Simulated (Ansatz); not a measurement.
The cell is InAs in the zincblende structure; cell and atoms were relaxed with r2SCAN. It is cubic, F-43m (No. 216); conventional cell a = 6.109 Å, 28.50 Å³ an atom. In is surrounded by 4 As at 2.65 Å; As is surrounded by 4 In at 2.65 Å.

3 runs of the plane-wave code Ansatz on this cell differ in the functional (and in the settings that go with it). Levels are in eV from each run's valence top; v1 is the last filled band, c1 the first empty one.

Run A, mean stress -2.2 GPa (compression positive):
```tsv
point	v4	v3	v2	v1	c1	c2
Γ	-11.74	-0.60	0.00	0.00	0.00	3.82
X	-9.85	-5.80	-2.24	-2.24	1.47	1.95
U	-9.87	-5.67	-3.16	-1.88	2.00	4.10
```

Run B, mean stress 0.0 GPa (compression positive):
```tsv
point	v4	v3	v2	v1	c1	c2
Γ	-12.82	0.00	0.00	0.00	0.36	4.64
X	-10.73	-6.19	-2.43	-2.43	2.16	2.70
U	-10.75	-6.04	-3.40	-2.03	2.75	5.02
```

Run C, mean stress 0.0 GPa (compression positive):
```tsv
point	v4	v3	v2	v1	c1	c2
Γ	-12.09	0.00	0.00	0.00	0.08	4.26
X	-10.12	-5.80	-2.29	-2.29	1.88	2.35
U	-10.14	-5.66	-3.21	-1.92	2.43	4.56
```

Question: Match the runs to LDA, r2SCAN, HSE06.

Answer: A is LDA, B is HSE06, C is r2SCAN. In order of the gap: LDA 0, r2SCAN 0.08, HSE06 0.36 eV.

No spin polarisation and no zero-point or thermal motion.

No spin-orbit coupling is included; it can move band edges with weight on the heavy atoms by tenths of an eV.

The program warns that its thresholds are loose for a hybrid's stress.

Gaps or overlaps of about a tenth of an eV are at the limit of these meshes: between the points read a gap can be smaller or closed.

The meshes of the hybrids are coarse, so their gaps aren't converged to the digits shown.
